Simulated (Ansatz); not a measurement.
Runs of Ansatz 0.2.0 on Bi2Te2Se. Symmetry: R-3m, No. 166, trigonal system. The conventional cell has a = 4.322 Å, b = 4.322 Å, c = 31.757 Å, α = 90.00°, β = 90.00°, γ = 120.00°. Bi (site symmetry 3m) is surrounded by 3 Te at 3.05 Å and 3 Se at 3.11 Å. Te (site symmetry 3m) has 3 Bi at 3.05 Å as nearest neighbours. Around Se (site symmetry -3m) lie 6 Bi at 3.11 Å. The cell is a database's computed one.

```tsv
task	level	k mesh	cutoff (eV)	smearing	basis error allowed	mesh quality	gap on the mesh (eV)	pressure (GPa)	largest force (eV/Å)
phonons	PBEsol	7 × 7 × 7	207	fermi-dirac 0.05 eV	0.002 eV/atom	not flagged	0.41	-	0.05
single point	PBEsol	4 × 4 × 4	190	fermi-dirac 0.03 eV	0.002 eV/atom	coarse	0.41	(b)	0.07
single point	PBEsol	7 × 7 × 7	207	fermi-dirac 0.05 eV	0.001 eV/atom	not flagged	0.41	-1.4	0.05
band structure	LDA	7 × 7 × 7	191	fermi-dirac 0.05 eV	0.002 eV/atom	not flagged	0.37	-2.6	(a)
```

Alike in all rows: potentials or basis all-electron LAPW, scalar-relativistic; no spin polarisation; cell as given.

Estimate the missing entries.

(a) 0.13; (b) -1.5.

Caveats: some runs use coarse meshes; spin-orbit coupling is left out, which as a rule narrows the gap of such compounds by several tenths of an eV; an odd mesh through Γ misses points on the zone boundary, where band edges often lie (some runs).

A k mesh can miss the band edges, and the runs leave out spin-orbit coupling on Bi, Se, Te.

Not every run made on this cell is shown here.
